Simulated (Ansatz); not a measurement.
# SiNi under changes of volume

One of the cells (11.288 Å³/atom); the others are scaled copies at fixed shape and fractional positions:

```
CELL_PARAMETERS angstrom
2.94277 0.00000 0.00000
0.00000 3.28033 0.00000
0.00000 0.00000 4.67745
ATOMIC_POSITIONS crystal
Ni 0.50000 0.50000 0.34250
Ni 0.00000 0.00000 0.65750
Si 0.50000 0.50000 0.84314
Si 0.00000 0.00000 0.15686
```

The cell is a database's computed one.

* Program: Ansatz 0.2.0
* Functional: PBE
* Potentials or basis: Ansatz PAW
* Cutoff: 420 eV (not typed: the program's choice for these potentials)
* k mesh: 9 × 8 × 6
* Occupations: fermi-dirac, width 0.05 eV
* Spin: collinear spin, ferromagnetic start
* Starting moments: [1.0, 1.0, 0.0, 0.0] μB

| volume (Å³/atom) | energy over the lowest point (meV/atom) | pressure (GPa) | largest force (eV/Å) |
| --- | --- | --- | --- |
| 10.611 | 66.34 | 21.9 | 0.246 |
| 10.837 | 39.54 | 16.3 | 0.178 |
| 11.062 | 20.24 | 11.2 | 0.114 |
| 11.288 | 7.67 | 6.7 | 0.054 |
| 11.514 | 1.13 | 2.7 | 0.016 |
| 11.740 | 0.00 | -0.9 | 0.055 |
| 11.965 | ? | ? | ? |

Problem. What does the run at 11.965 Å³/atom give?

Solution. Energy over the lowest point 3.71 meV/atom; pressure -4.2 GPa; largest force 0.104 eV/Å.

Worked out: A Birch-Murnaghan fit of order 3 (a polynomial in V^(-2/3)) to the other rows has its minimum at 11.68 Å³/atom with B0 = V·E''(V) = 184 GPa and B' = 4.5 at fixed shape and positions, which overstates the stiffness. It gives 3.75 meV/atom at 11.965 Å³/atom, against the run's 3.71, and -dE/dV = -4.3 GPa, against -4.2.

Energies are extrapolated to zero smearing.

Caveats: the starting moments weren't kept.
